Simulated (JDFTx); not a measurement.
**Sr under changes of volume**

One of the cells (56.319 Å³/atom); the others are scaled copies at fixed shape and fractional positions:

```
Sr
1.0
     0.00000    3.04235    3.04235
     3.04235    0.00000    3.04235
     3.04235    3.04235    0.00000
Sr
1
Direct
  0.00000 0.00000 0.00000
```

```yaml
Program: JDFTx 1.7.0 (patched build)
Functional: LDA
Potentials_or_basis: PseudoDojo-SR-LDA-0.4.1-standard with smoothed tails
Cutoff: 925 eV
Density_cutoff: 3701 eV
k_mesh: 8 × 8 × 8
Occupations: fermi-dirac, width 0.02 eV
Spin: no spin polarisation
```

```tsv
volume (Å³/atom)	energy over the lowest point (meV/atom)	pressure (GPa)
52.940	0.00	-1.1
54.067	8.34	-1.3
55.193	18.00	-1.5
56.319	?	?
57.446	41.04	-1.8
58.572	54.20	-1.9
59.698	68.31	-2.1
```

Problem. What does the run at 56.319 Å³/atom give?

Solution. Energy over the lowest point 28.93 meV/atom; pressure -1.6 GPa.

Worked out: A Birch-Murnaghan fit of order 3 (a polynomial in V^(-2/3)) to the other rows has no minimum within the range. It gives 28.94 meV/atom at 56.319 Å³/atom, against the run's 28.93, and -dE/dV = -1.6 GPa, against -1.6.

Energies are extrapolated to zero smearing.
